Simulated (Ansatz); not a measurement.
# AlNi: the cost of one run

Program: Ansatz 0.2.0. Level of theory: DFT PBE, scalar-relativistic, plane waves, PAW. These are calculated values, not measurements.

18 further runs of the same task are left out: 1 for a known fault of the program, 17 set aside as unsound or not needed. Runs told in other sessions of the task aren't counted.

### Step 1. The system as given

It takes space group P4/mmm (No. 123, tetragonal). Conventional cell: a = 2.889 Å, b = 2.889 Å, c = 2.900 Å, α = 90.00°, β = 90.00°, γ = 90.00°. Al (site symmetry 4/mmm) has 8 Ni at 2.51 Å in its first shell of neighbours. Around Ni (site symmetry 4/mmm) lie 8 Al at 2.51 Å.

Coordinates:

```cif
data_structure
_symmetry_space_group_name_H-M 'P 1'
_symmetry_Int_Tables_number 1
_cell_length_a 2.8887
_cell_length_b 2.8887
_cell_length_c 2.9004
_cell_angle_alpha 90.000
_cell_angle_beta 90.000
_cell_angle_gamma 89.999
_cell_volume 24.20
loop_
_atom_site_label
_atom_site_type_symbol
_atom_site_fract_x
_atom_site_fract_y
_atom_site_fract_z
_atom_site_occupancy
Al1 Al 0.00000 0.00000 0.00000 1
Ni1 Ni 0.50000 0.50000 0.50000 1
```

It goes back to an entry of the Materials Project, which need not be the stable form.

This cell was relaxed beforehand with the same method: volume 12.10 Å³/atom, gap on the mesh none (metal).

### Step 2. The scan

The energy is mapped over the lattice constants a and c of the conventional cell.

The axes are (1) lattice constant a (and b): 7 values from 2.744 to 3.033 Å; (2) lattice constant c: 7 values from 2.668 to 3.132 Å.

Nothing else is relaxed (symmetry fixes all fractional coordinates). Energies count from the relaxed crystal. Points are written as (first, second).

### Step 3. Point (2.744 Å, 2.978 Å)

Contents of input.yaml:

```yaml
crystal:
  lattice:
    - [1.9405291957, -1.9404970834, 0.0]
    - [1.9405291957, 1.9404970834, 0.0]
    - [0.0, 0.0, 2.9778]
  atoms:
    - { symbol: Al, position: [0.0, 0.0, 0.0] }
    - { symbol: Ni, position: [0.5, 0.5, 0.5] }
basis:
  ecutwfc: 520.0
kpoints:
  mp_grid: { grid: [16, 16, 16] }
hamiltonian:
  xc: pbe
  pseudopotentials: { kind: paw, azcp: { folder: soft_1 } }
scf:
  occupations: { method: gaussian, width: 0.15 }
output:
  forces: true
  stress: true
  eigenvalues: true
```

Launch:

```
$ ansatz run input.yaml --threads 2 --pin off --max-ram 4096MiB --backend cpu --events-out ev --progress --plain --runs-dir out
```

**Question.** How long does this run take on 2 threads of Arm Neoverse N1, shared host, and how much memory does it need?

About 15 s, with a peak of 0.52 GiB.
